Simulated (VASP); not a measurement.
Consider the following.

```xyz
2
Lattice="0.0000 3.0100 3.0100 3.0100 0.0000 3.0100 3.0100 3.0100 0.0000" Properties=species:S:1:pos:R:3 pbc="T T T"
Li     0.0000     0.0000     0.0000
I      3.0100     3.0100     3.0100
```

Computed with PBE GGA, VASP's PBE PAW potentials (set 64) (plane waves; VASP). Settings: 520 eV cut-off, Gaussian smearing of 0.050 eV, potentials Li_sv I.

Unless said otherwise, spin-orbit coupling is left out, though it shifts the bands of the heavy elements here.

Question: Give the energies of bands 3 to 8 at the high-symmetry points, in eV from the valence-band maximum.

Answer: 
| band | Γ | X | U | L | W |
|---|---|---|---|---|---|
| 3 | -0.01 | -2.88 | -2.51 | -2.96 | -2.18 |
| 4 | -0.01 | -1.20 | -1.94 | -0.28 | -2.18 |
| 5 | -0.01 | -1.20 | -0.92 | -0.28 | -1.27 |
| 6 | 4.25 | 4.36 | 4.87 | 4.58 | 6.08 |
| 7 | 8.27 | 5.44 | 7.07 | 6.20 | 6.75 |
| 8 | 8.27 | 10.39 | 8.31 | 6.20 | 7.93 |

The gap is indirect, 4.25 eV, from the valence maximum at K-Γ at 0.79 to the conduction minimum at Γ.

Measured: gap 6.40 eV (computed value off by -2.15 eV), as given by Aguado et al., (1998), arXiv:cond-mat/9809176.

The compound is LiI in the rock salt structure. The cell was not relaxed at this level.
